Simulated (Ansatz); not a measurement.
## An inverse problem

Cell vectors (Å):

```
0.0000 2.1342 2.1342
2.1342 0.0000 2.1342
2.1342 2.1342 0.0000
```

| atom | a | b | c |
| --- | --- | --- | --- |
| X | 0.2500 | 0.2500 | 0.2500 |
| X | 0.7500 | 0.7500 | 0.7500 |
| C | 0.0000 | 0.0000 | 0.0000 |

The calculation used LDA, PAW on Ansatz 0.2.0's default frozen-core files (fitted under PBE), scalar-relativistic. k mesh 10×10×10, strains of ±0.005, fixed occupations.

Elastic constants of a crystal by Kohn-Sham DFT: slopes of the stress over finite engineering strains of the given cell, Voigt indices, Cartesian axes as in the cell vectors.

| index | elastic (GPa) |
| --- | --- |
| 11 | 607.3 |
| 12 | 21.4 |
| 44 | 224.8 |

Task: All X atoms are one element. Which one was computed?

Result: Be; the crystal is Be₂C (Fm-3m).

Caveats: frozen-core PAW files fitted under PBE, their cores solved anew for the functional of the run.
